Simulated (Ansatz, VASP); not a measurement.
# MgO (Periclase) in two plane-wave programs, part 2 of 2

Wanted: the spread between two codes on one cell, functional and k mesh. The cell is a member of a volume series, scaled by 1.02 from a relaxed one, so a pressure remains.

VASP 6.6.1 and Ansatz 0.2.0.

So far. Step 6 (Ansatz: single point, PBEsol, volume scaled by 1.035): The run ends at a pressure of -4.61 GPa.

## 7. VASP: single point, PBEsol, volume scaled by 1.035

Level of this step: PBEsol; plane waves and PAW (Mg, O) (VASP).

The same cell, functional, mesh and smearing now go to VASP, with its own data sets and cutoff.

The input asks for a relaxation, which ended at its first step since no free force or stress exceeded the threshold; so it serves as a single point.

File INCAR:

```
SYSTEM = MgO
PREC = Accurate
ENCUT = 520
EDIFF = 1E-08
NELM = 100
ISMEAR = 0
SIGMA = 0.05
LREAL = .FALSE.
ALGO = Normal
GGA = PS
NBANDS = 10
LORBIT = 11
LWAVE = .FALSE.
LCHARG = .FALSE.
KPAR = 16
IBRION = 2
NSW = 30
ISIF = 4
EDIFFG = -0.002
```

File POSCAR:

```
MgO
1.0
    0.0000000000      2.1291280983      2.1291280983
    2.1291280983      0.0000000000      2.1291280983
    2.1291280983      2.1291280983      0.0000000000
Mg O
1 1
Direct
    0.0000000000      0.0000000000      0.0000000000
    0.5000000000      0.5000000000      0.5000000000
```

File KPOINTS:

```
Automatic mesh
0
Gamma
13 13 13
0 0 0
```

PAW data sets: Mg and O (PBE family, release 64).

Launch:

```
$ mpirun -np 16 vasp_std
```

Numbers of over 12 decimals in the logs are rounded to 6 here.

Log:

```text
[banner, memory and clock lines left out]
running   16 mpi-ranks, on    1 nodes
[...]
[... a notice as in an earlier step ...]

 [... a notice as in an earlier step ...]

 LDA part: xc-table for (Slater+PW92), standard interpolation
 POSCAR, INCAR and KPOINTS ok, starting setup
[...]
entering main loop
       N       E                     dE             d eps       ncg     rms          rms(c)
DAV:   1     0.121518260028E+02    0.12152E+02   -0.46272E+03  1952   0.706E+02
DAV:   2    -0.133639645380E+02   -0.25516E+02   -0.24973E+02  1906   0.138E+02
DAV:   3    -0.138816264548E+02   -0.51766E+00   -0.51722E+00  1996   0.178E+01
DAV:   4    -0.138827527256E+02   -0.11263E-02   -0.11262E-02  1860   0.932E-01
[...]
DAV:  13    -0.125025069536E+02   -0.48620E-07   -0.19819E-08  1216   0.107E-03    0.454E-05
DAV:  14    -0.125025069417E+02    0.11856E-07   -0.32215E-10   936   0.167E-04    0.394E-05
DAV:  15    -0.125025069415E+02    0.21038E-09   -0.14185E-10   910   0.742E-05
   1 F= -.12502507E+02 E0= -.12502507E+02  d E =-.125025E+02
[...]
reached required accuracy - stopping structural energy minimisation
```

Parts of OUTCAR (step 7):

```text
  Total       -0.6213228     -0.6213228     -0.6213228     -0.0000000     -0.0000000      0.0000000
  in kB      -51.5694520    -51.5694520    -51.5694520     -0.0000000     -0.0000000      0.0000000
  external PRESSURE =     -51.5694520 kB  Pullay stress =       0.0000000 kB

 POSITION                                       TOTAL-FORCE (eV/Angst)
 -----------------------------------------------------------------------------------
      0.00000      0.00000      0.00000        -0.000000     -0.000000      0.000000
      2.12913      2.12913      2.12913         0.000000      0.000000      0.000000
 -----------------------------------------------------------------------------------
    total drift:                               -0.000000     -0.000000      0.000000

  FREE ENERGIE OF THE ION-ELECTRON SYSTEM (eV)
  ---------------------------------------------------
  free  energy   TOTEN  =       -12.5025069415 eV

  energy  without entropy=      -12.5025069415  energy(sigma->0) =      -12.50250694

[... 2 parts as in an earlier step ...]

[... 2 further parts left out ...]
[key lines of the parts left out:]
E-fermi :   3.0564
```

## 8. Differences

Compared:

| quantity | Ansatz | VASP | difference |
| --- | --- | --- | --- |
| pressure (GPa) | -4.61 | -5.16 | +0.55 |
| pressure without Ansatz's Pulay correction (GPa) | -5.27 | -5.16 | -0.11 |
| gap on the k mesh (eV) | 4.325 | 4.325 | 0.000 |

A gap on the mesh is an upper bound, since the band edges may lie between its points. Ansatz's pressure holds a Pulay correction of 0.66 GPa; VASP's holds none.

## 9. VASP: single point, PBEsol, volume scaled by 0.97

A single point gives forces, pressure and levels at one fixed geometry, so differences don't come from the geometry; what else differs is listed under the comparison. The cell compared in this pair holds 18.09 Å³, against 19.30 Å³ for the pair before.

The input asks for a relaxation, which ended at its first step since no free force or stress exceeded the threshold; so it serves as a single point.

INCAR is that of step 7.

File POSCAR:

```
MgO
1.0
    0.0000000000      2.0835899448      2.0835899448
    2.0835899448      0.0000000000      2.0835899448
    2.0835899448      2.0835899448      0.0000000000
Mg O
1 1
Direct
    0.0000000000      0.0000000000      0.0000000000
    0.5000000000      0.5000000000      0.5000000000
```

KPOINTS is that of step 7.

Launch:

```
$ mpirun -np 16 vasp_std
```

Log:

```text
[... set-up lines as in an earlier step ...]
 entering main loop
       N       E                     dE             d eps       ncg     rms          rms(c)
DAV:   1     0.118427870478E+02    0.11843E+02   -0.46900E+03  1928   0.709E+02
DAV:   2    -0.133997180089E+02   -0.25243E+02   -0.24443E+02  1914   0.138E+02
DAV:   3    -0.138964491506E+02   -0.49673E+00   -0.49631E+00  1928   0.174E+01
DAV:   4    -0.138976009431E+02   -0.11518E-02   -0.11518E-02  1862   0.943E-01
[...]
DAV:  13    -0.125028537335E+02   -0.55437E-07   -0.95403E-09  1002   0.717E-04    0.481E-05
DAV:  14    -0.125028537232E+02    0.10293E-07   -0.17458E-10   904   0.125E-04    0.258E-05
DAV:  15    -0.125028537240E+02   -0.82383E-09   -0.68197E-11   908   0.529E-05
   1 F= -.12502854E+02 E0= -.12502854E+02  d E =-.125029E+02
[...]
reached required accuracy - stopping structural energy minimisation
```

OUTCAR, selected parts (step 9):

```text
  Total        0.5903519      0.5903519      0.5903519     -0.0000000      0.0000000     -0.0000000
  in kB       52.2823156     52.2823156     52.2823156     -0.0000000      0.0000000     -0.0000000
  external PRESSURE =      52.2823156 kB  Pullay stress =       0.0000000 kB

 POSITION                                       TOTAL-FORCE (eV/Angst)
 -----------------------------------------------------------------------------------
      0.00000      0.00000      0.00000         0.000000      0.000000      0.000000
      2.08359      2.08359      2.08359        -0.000000     -0.000000     -0.000000
 -----------------------------------------------------------------------------------
    total drift:                               -0.000000     -0.000000      0.000000

  FREE ENERGIE OF THE ION-ELECTRON SYSTEM (eV)
  ---------------------------------------------------
  free  energy   TOTEN  =       -12.5028537240 eV

  energy  without entropy=      -12.5028537240  energy(sigma->0) =      -12.50285372

[... 2 parts as in an earlier step ...]

[... 2 further parts left out ...]
[key lines of the parts left out:]
E-fermi :   3.5215
```

## 10. Ansatz: single point, PBEsol, volume scaled by 0.97

The same cell, functional, mesh and smearing now go to Ansatz, which takes its cutoff from its data sets.

The cell is a member of a volume series, scaled by 0.97 from a relaxed one, so a pressure remains.

File input.yaml:

```yaml
crystal:
  lattice:
    - [0.0, 2.08358994, 2.08358994]
    - [2.08358994, 0.0, 2.08358994]
    - [2.08358994, 2.08358994, 0.0]
  atoms:
    - { symbol: Mg, position: [0.0, 0.0, 0.0] }
    - { symbol: O, position: [0.5, 0.5, 0.5] }
hamiltonian:
  xc: pbesol
  pseudopotentials: { kind: paw }
kpoints:
  mp_grid: { grid: [13, 13, 13] }
scf:
  occupations: { method: gaussian, width: 0.05 }
  n_extra_bands: 4
output:
  forces: true
  stress: true
  eigenvalues: true
```

Launch:

```
$ ansatz run input.yaml --threads 2 --pin off --max-ram 4608MiB --backend cpu --events-out ev --progress --plain --runs-dir out
```

Log:

```text
[...]
Crystal: 2 atoms, lattice volume = 18.091 Å³
Basis set: ecut = 420 eV, 339 PW (Γ), exchange–correlation on 40×40×40 points (8 copies of the dense FFT grid, shifted against one another)
Bands: 12, of which v1, the nominal top of the filled ones, is band 8 counted from 1 (7 counted from 0)
Symmetry: 48 space group operations
[...]
k-points: 84 of 2197
[...]
--- Band table (eV; the first three rows and the last of 84) ---
  k-point 0: bands = [... 4 lower, -8.9437, 8.4190, 8.4190, 8.4190, 13.3685, 24.2733, 24.2733, 24.2733]
  k-point 1: bands = [... 4 lower, -8.8734, 8.0027, 8.3759, 8.3759, 13.7637, 23.3942, 24.4258, 24.4258]
  k-point 2: bands = [... 4 lower, -8.6726, 7.0460, 8.2584, 8.2584, 14.6340, 22.0872, 24.8072, 24.8072]
  k-point 83: bands = [... 4 lower, -7.2143, 5.1188, 5.5270, 6.6549, 19.8984, 20.2404, 20.9109, 24.4503]
[key lines of the parts left out:]
SCF converged after 6 iterations
Free energy (F): -2475.860626 eV
Fermi energy:    10.894039 eV
P = ⅓ Tr σ = 5.6693 GPa (56.693 kbar)
```

Elapsed: 0.79 s, on 2 threads of Arm Neoverse V1, shared host; peak memory 0.26 GiB.

The run ends at a pressure of 5.67 GPa.

## 11. Side by side

The two programs side by side:

| quantity | Ansatz | VASP | difference |
| --- | --- | --- | --- |
| pressure (GPa) | 5.67 | 5.23 | +0.44 |
| pressure without Ansatz's Pulay correction (GPa) | 4.99 | 5.23 | -0.23 |
| gap on the k mesh (eV) | 4.949 | 4.951 | -0.002 |

A gap on the mesh is an upper bound, since the band edges may lie between its points. Ansatz's pressure holds a Pulay correction of 0.68 GPa; VASP's holds none.

## 12. Summary of results

| Property | Result |
| --- | --- |
| difference in gap on the k mesh (single point, PBEsol, volume scaled by 1.02) | 2.0e-5 eV |
| difference in pressure (single point, PBEsol, volume scaled by 1.02) | 0.53 GPa |
| difference in gap on the k mesh (single point, PBEsol, volume scaled by 1.035) | 3.1e-4 eV |
| difference in pressure (single point, PBEsol, volume scaled by 1.035) | 0.55 GPa |
| difference in gap on the k mesh (single point, PBEsol, volume scaled by 0.97) | -0.0016 eV |

The difference in pressure is 0.55 GPa (single point, PBEsol, volume scaled by 1.035), within the 1 GPa picked in this series as the mark of a large difference. Single point, PBEsol, volume scaled by 1.02, Ansatz's all-electron LAPW method: the difference in gap on the k mesh goes from 2.0e-5 to 0.0022 eV. How closely two codes agree says nothing of how well the functional describes the real material.

[Lines on the potential files, build, host, timing and source positions are cut from VASP's logs without a mark.]

[Logs are printed without paths, hosts, clocks, repeated set-up lines and the standing remarks that a program may print on its own settings, such as how far it seeks lower states.]

[Hosts, paths, dates, database ids (printed as entryN), source tags and the programs' standing remarks are cut or masked in the printed files.]
